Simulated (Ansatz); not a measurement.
Runs of Ansatz 0.2.0 on MgB2. Symmetry: P6/mmm, No. 191, hexagonal system. Conventional cell: a = 3.085 Å, b = 3.085 Å, c = 3.523 Å, α = 90.00°, β = 90.00°, γ = 120.00°. Around Mg (site symmetry 6/mmm) lie 12 B at 2.51 Å. Around B (site symmetry -6m2) lie 3 B at 1.78 Å. 

| task | level | k mesh | points for each segment of the path | mesh quality | gap on the mesh (eV) | V0 of scaled cells (Å³/atom) | B0 (GPa) |
| --- | --- | --- | --- | --- | --- | --- | --- |
| single point | PBE0 | 8 × 8 × 6 | - | not flagged | none | - | - |
| band structure | HSEsol | 5 × 5 × 4 | 4 | coarse | none | - | - |
| band structure | PBE | 10 × 10 × 8 | 14 | not flagged | none | - | - |
| equation of state | PBE | 10 × 10 × 8 | - | not flagged | - | 9.62 | (a) |
| equation of state | revPBE | 10 × 10 × 8 | - | not flagged | - | 9.79 | 147 |

Alike in all rows: potentials or basis Ansatz PAW; no spin polarisation; cell as given; cutoff (eV) 420; smearing fermi-dirac 0.05 eV.

Question: Fill in the values left out.

Answer: (a) 152.

Caveats: some runs use coarse meshes; the PAW data sets come from PBE, with cores solved anew for the run's functional, which leaves a small shift of forces and pressure (some runs); the cell was scaled at fixed shape and fractional positions, which overstates the stiffness of a crystal with free parameters, most of all of layers and chains (some runs); the potentials were made for another functional, which shifts forces and pressure (some runs).

A k mesh can miss the band edges.

A gap of «none» marks a metal or a gap under the smearing width.

Not every run made on this cell is shown here.
